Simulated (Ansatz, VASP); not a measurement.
**One calculation of BN, two programs**

INCAR

```
  ALGO = Fast
  EDIFF = 1E-6
  ENCUT = 520
  GGA = PE
  ISIF = 2
  ISMEAR = 0
  LASPH = T
  LCHARG = T
  LELF = T
  LREAL = F
  LVHAR = T
  LWAVE = F
  NBANDS = 11
  NELM = 100
  PREC = Accurate
  SIGMA = 0.02
```

File KPOINTS:

```
k-points
0
Gamma
  12 12 12
```

Contents of POSCAR:

```
BN
1.0
    1.2844362187      0.7297934921      3.4981668247
   -1.2827405682      0.7284923254      3.4978165106
   -0.0002790181     -1.4792317402      3.5024773711
B N
1 1
Direct
    0.9220721585      0.9675193729      1.0547100648
    0.4103608415      0.3649136271      0.2777229352
```

Input for Ansatz:

```yaml
crystal:
  lattice:
    - [1.2844362187, 0.7297934921, 3.4981668247]
    - [-1.2827405682, 0.7284923254, 3.4978165106]
    - [-0.0002790181, -1.4792317402, 3.5024773711]
  atoms:
    - { symbol: B, position: [0.9220721585, 0.9675193729, 1.0547100648] }
    - { symbol: "N", position: [0.4103608415, 0.3649136271, 0.2777229352] }
basis:
  ecutwfc: 420
kpoints:
  mp_grid: { grid: [12, 12, 12] }
hamiltonian:
  xc: pbe
scf:
  occupations: { method: gaussian, width: 0.02 }
output:
  forces: true
  stress: true
  eigenvalues: true
```

Change from the starting cell: all atoms moved at random, cell strained at random.

Alike in both runs: task single point; functional PBE; k mesh 12 × 12 × 12; occupations gaussian, width 0.02 eV; no spin polarisation.

```csv
,VASP,Ansatz
version,VASP 6.6.1,Ansatz 0.2.0
potentials or method,"VASP PAW PBE potentials, release 64 (B, N)","scalar-relativistic, plane waves, PAW"
plane-wave cutoff (eV),520,420
valence electrons in the cell,8,8
```

```tsv
	VASP	Ansatz	Ansatz less VASP
gap on the k mesh at the Fermi level (eV)	0.48	0.48	0.000
least direct gap on the mesh (eV)	1.12	1.12	0.000
pressure (GPa)	5.5	5.7	+0.12
largest component of the traceless stress (GPa)	18.96	18.99	+0.034
rms of the force components (eV/Å)	4.739	4.742	+0.0030
```

Atom by atom the forces differ by 0.011 eV/Å (rms over components). With one functional, cell and mesh, what is left measures potentials, basis and numerics.

Caveats: forces of over 1 eV/Å show positions far from the minimum, so gaps and moduli don't describe the material at rest. A k mesh can miss the band edges.
